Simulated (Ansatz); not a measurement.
Input:

```
AlSb
1.0
    0.00000     3.07304     3.07304
    3.07304     0.00000     3.07304
    3.07304     3.07304     0.00000
Sb Al
1 1
Direct
  0.75000   0.75000   0.75000
  0.00000   0.00000   0.00000
```

No spin polarisation.

Computed with PBEsol/PAW in Ansatz (an electronic-structure program), no spin-orbit coupling. Γ-centred 13×13×13 mesh, Fermi–Dirac width 0.05 eV.

Question: Estimate the hole mass (degenerate bands, along [100]).

Answer: 0.088, 0.35, 0.35 mₑ (at Γ).

Question: What is the computed gap character?

Answer: Indirect, Γ → Γ–X (92 % along).

With Sb present, leaving out spin-orbit coupling can change the band edges. Load acts through the strain it causes; cell and atoms are relaxed under it. Effective masses come from finite differences of ±0.01 Å⁻¹. Whether these cells are dynamically stable was not tested. The cell was made from AlSb in the zinc blende structure (space group F-43m, No. 216) by this change: pressure 0.3 GPa.
